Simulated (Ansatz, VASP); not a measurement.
# One calculation of HfC, two programs

```xyz
2
Lattice="3.2734 0.0000 0.0003 0.0000 3.2734 0.0003 1.6369 1.6369 2.2993" Properties=species:S:1:pos:R:3 pbc="T T T"
Hf    0.0000    0.0000    0.0000
C     1.6367    1.6367    0.0003
```

Change from the starting cell: band edges of the strained film's bulk.

Alike in both runs: task single point; functional PBEsol; k mesh 11 × 11 × 15; occupations gaussian, width 0.1 eV; no spin polarisation.

|  | VASP | Ansatz |
| --- | --- | --- |
| version | VASP 6.6.1 | Ansatz 0.2.0 |
| potentials or method | VASP PAW PBE potentials, release 64 (Hf_pv, C) | scalar-relativistic, plane waves, PAW |
| plane-wave cutoff (eV) | 520 | 420 |
| valence electrons in the cell | 14 | 30 |

```tsv
	VASP	Ansatz	Ansatz less VASP
gap on the k mesh at the Fermi level (eV)	none	none	-
pressure (GPa)	-2.2	-1.8	+0.37
largest component of the traceless stress (GPa)	1.88	1.84	-0.036
```

A gap of «none» marks a metal or a gap that the smearing closes. The functional is the same, so the differences come from potentials, cutoffs and numerics. The two sets of potentials don't hold the same shells in valence.

Caveats: the PAW data sets were made with another functional, which shifts forces and pressure a little (VASP). Spin-orbit coupling is left out, which matters for the levels of Hf.
